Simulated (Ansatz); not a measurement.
The system is Ag.

```xyz
4
Lattice="2.8862 0.0000 0.0000 -1.4431 2.4995 0.0000 0.0000 0.0000 10.0000" Properties=species:S:1:pos:R:3 pbc="T T T"
Ag    0.0000    0.0000    5.0000
Ag    0.0000    0.0000    0.0000
Ag    1.4431    0.8332    7.5000
Ag    0.0000    1.6663    2.5000
```

This isn't the form of Ag at room conditions, which is fcc.

* Program: Ansatz 0.2.0
* Task: relaxation of cell and atoms
* Functional: PBEsol
* Potentials or basis: Ansatz PAW
* Cutoff: 420 eV (not typed: the program's choice for these potentials)
* k mesh: 11 × 11 × 3
* Occupations: fermi-dirac, width 0.05 eV
* Spin: no spin polarisation

At the start: volume 18.04 Å³/atom.

Where does the relaxation end?

It ends after 6 steps and the volume is 16.66 Å³/atom (-7.6 %); space group P6_3/mmc (No. 194, to 0.05 Å).

The path:
| step | energy change (eV) | largest force (eV/Å) | volume (Å³) |
| --- | --- | --- | --- |
| 1 | 0.0000 | 0.0000 | 72.14 |
| 2 | -0.1441 | 0.0000 | 65.30 |
| 3 | -0.1591 | 0.0000 | 66.78 |
| 4 | -0.1606 | 0.0000 | 66.65 |
| 5 | -0.1607 | 0.0000 | 66.63 |
| 6 | -0.1591 | 0.0000 | 66.63 |

Final structure:
```
CELL_PARAMETERS angstrom
2.85277 0.00000 0.00000
-1.42639 2.47057 0.00000
0.00000 0.00000 9.45347
ATOMIC_POSITIONS crystal
Ag 0.00000 0.00000 0.50000
Ag 0.00000 0.00000 0.00000
Ag 0.66667 0.33333 0.75000
Ag 0.33333 0.66667 0.25000
```

Caveat: the plane-wave basis is chosen anew once the cell has moved, so the energies of steps on either side of that aren't comparable; the PAW data sets come from PBE, with cores solved anew for the run's functional, which leaves a small shift of forces and pressure.
